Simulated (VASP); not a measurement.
RuS2: single point with r2SCAN+U

The system is RuS2.

```
Ru S
1.0
     3.52118    0.00000    0.00000
    -1.76059    3.04943    0.00000
     0.00000    0.00000    5.68039
Ru S
1 2
Direct
  0.00000 0.00000 0.00000
  0.33333 0.66667 0.25200
  0.66667 0.33333 0.74800
```

The cell comes from a database or a generator and needn't be the stable form of this composition.

```json
{"Program": "VASP 6.6.1", "Task": "single point", "Functional": "r2SCAN", "Potentials or basis": "VASP PAW PBE potentials, release 64 (Ru_pv, S)", "Cutoff": "520 eV", "k mesh": "6 × 6 × 4", "Occupations": "gaussian, width 0.05 eV", "Spin": "collinear spin, ferromagnetic start", "Starting moments": "[1.0, 0.0, 0.0] μB", "Hubbard terms": "Ru d U = 4 eV", "Further INCAR settings": "ALGO = Normal; EDIFF = 1e-07; NBANDS = 24"}
```

```yaml
Pressure: -6.2 GPa
Largest_force: 1.139 eV/Å
Band_gap_on_the_k_mesh: 0.85 eV, indirect (least direct gap 0.86 eV)
Net_moment: 2.00 μB per cell
Site_moments: Ru +1.98; S -0.01 μB
Valence_electrons_inside_the_program's_atomic_spheres: Ru 12.27; S 3.66
```

Forces in eV/Å, atoms in the order of the input:
```
Ru   0.000  0.000  0.000
S    0.000  0.000 -1.139
S    0.000  0.000  1.139
```

Stress tensor (GPa, compression positive):
```
-5.76  0.00  0.00
 0.00 -5.76  0.00
 0.00  0.00 -7.11
```

Levels at points of the mesh, in eV from the valence-band top:
Spin up:
```tsv
k point	band 12	band 13	band 14	band 15	band 16	band 17
(0.00, 0.00, 0.00)	-0.24	-0.24	0.00	2.11	2.11	6.28
(0.50, 0.00, 0.00)	-2.67	-2.31	-1.86	1.90	2.43	6.54
(0.00, 0.00, 0.50)	-1.05	-0.43	-0.43	2.45	2.45	6.56
(0.50, 0.00, 0.50)	-2.66	-1.51	-1.26	1.84	2.47	6.11
```
Spin down:
```csv
k point,band 10,band 11,band 12,band 13,band 14,band 15
"(0.00, 0.00, 0.00)",-0.23,-0.23,-0.07,0.86,0.86,2.91
"(0.50, 0.00, 0.00)",-2.71,-1.84,-1.72,1.43,1.47,2.91
"(0.00, 0.00, 0.50)",-0.53,-0.42,-0.42,0.85,0.85,3.24
"(0.50, 0.00, 0.50)",-1.79,-1.49,-1.29,1.30,1.32,3.29
```

Eigenvalues of the final occupation matrices:
| site | spin | trace | eigenvalues |
| --- | --- | --- | --- |
| site 1 d | 1 | 3.84 | 0.57 0.57 0.89 0.91 0.91 |
| site 1 d | 2 | 1.91 | 0.10 0.10 0.43 0.43 0.85 |

Wall time 3.9 min on 1 thread of AMD EPYC 9R45 (Zen 5) (shared host), peak memory 0.21 GiB.

Caveat: the PAW data sets were made with another functional, which shifts forces and pressure a little. The state reached can hang on the start; a lower one may exist.
